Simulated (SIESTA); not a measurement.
# Ge in SIESTA: the effect of strain zz

Ge:

```
CELL_PARAMETERS angstrom
-2.49590 2.65086 1.37947
2.49590 -2.65086 1.37947
2.49590 2.65086 -1.37947
ATOMIC_POSITIONS crystal
Ge 0.31406 0.06406 0.25000
Ge 0.68594 0.93594 0.75000
```

The cell isn't the ideal one: cell strained along z.

Alike in all runs:

- Program: SIESTA 5.4.2
- Task: band structure
- Functional: PBEsol
- Potentials or basis: PseudoDojo 0.4 standard (PBEsol files)
- Basis: DZP (energy shift 0.003 Ry; two zetas on semicore shells)
- Grid cutoff: 800 Ry
- Energy shift: 0.003 Ry
- k mesh: 11 × 11 × 11
- Occupations: fermi-dirac, width 0.05 eV
- Spin: no spin polarisation

Q: One run gave: pressure 2.1 GPa; largest force 0.03 eV/Å. Which strain zz did it use?
A. 0.02
B. -0.04
C. 0
D. 0.04
E. -0.02

A: B.

```tsv
strain zz	pressure (GPa)	largest force (eV/Å)
-0.04	2.1	0.03
-0.02	0.6	0.05
0	-0.8	0.06
0.02	-2.0	0.08
0.04	-3.0	0.09
```

Caveats: the basis of atomic orbitals isn't converged, which shifts pressures, moduli and gaps.
